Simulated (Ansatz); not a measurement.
## CdTe: the gap from level to level

A database entry relaxed whole under r2SCAN at zero pressure (F-43m, No. 216):

```xyz
2
Lattice="0.0000 3.2786 3.2786 3.2786 0.0000 3.2786 3.2786 3.2786 0.0000" Properties=species:S:1:pos:R:3 pbc="T T T"
Cd    0.0000    0.0000    0.0000
Te    1.6393    1.6393    1.6393
```

Its volume is 35.24 Å³ an atom, +7.0 % against the entry's 32.92, which is old or was flagged in a check.

Single points on this cell with plane-wave PAW DFT (Ansatz 0.2.0; r2SCAN 500 eV, hybrids 420 eV; fermi-dirac occupations of width 0.020 eV; no moments): r2SCAN on a 8×8×8 Γ-centred mesh; r2SCAN with spin-orbit coupling on a 8×8×8 Γ-centred mesh; HSE06 on a 6×6×6 Γ-centred mesh; PBE0 on a 6×6×6 Γ-centred mesh.

What does each level give for gap and charges?

The runs give:

```
                          level  gap (eV), or kind  pressure (GPa)  Bader charge of Cd (e)  Bader charge of Te (e)
                         r2SCAN               1.16             0.0                   +0.62                   -0.62
r2SCAN with spin-orbit coupling               0.90             0.0                   +0.61                   -0.61
                          HSE06               1.51             0.1                   +0.63                   -0.63
                           PBE0               2.10             0.0                   +0.63                   -0.63
```

Under r2SCAN the gap is 1.16 eV, over mesh and band path. HSE06 moves it by +0.35 eV and PBE0 by +0.94 eV; PBE0 keeps its exact exchange at long range, which widens the gap over HSE06's by 0.59 eV on their common mesh. Spin-orbit coupling moves the r2SCAN gap by -0.26 eV, which the hybrid values lack.

Caveats: the relaxation kept the start's symmetry; HSE06 is read on its mesh and at the zone's corners, PBE0 on its mesh alone; the relaxed cell lies far from the entry, by an error of the functional or of the entry; hybrid pressures are good to a few tenths of a GPa; pressure is positive in compression.
